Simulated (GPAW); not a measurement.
Hf:

```
Hf
1.0
     0.00000    2.22000    2.22000
     2.22000    0.00000    2.22000
     2.22000    2.22000    0.00000
Hf
1
Direct
  0.00000 0.00000 0.00000
```

This isn't the form of Hf at room conditions, which is hcp.

Base run:

| Item | Value |
| --- | --- |
| Program | GPAW 26.7.0 |
| Functional | r4SCAN |
| Potentials or basis | GPAW PAW data sets (gpaw-data 1.2.1) |
| Cutoff | 600 eV |
| Basis | pw |
| k mesh | 10 × 10 × 10 |
| Occupations | fermi-dirac, width 0.05 eV |
| Spin | no spin polarisation |

Its results: band gap on the k mesh none (metal or under the smearing width); pressure -0.3 GPa.

Q: The run is repeated on the same cell with these changes: functional from r4SCAN to rSCAN; spin from no spin polarisation to collinear spin, random start. What comes out?

A: Band gap on the k mesh none (metal or under the smearing width); pressure 2.6 GPa; net moment 0.00 μB per cell.

Several settings changed at once, so the effect can't be laid on one alone.

Caveats: the PAW data sets were made with another functional, which shifts forces and pressure a little.
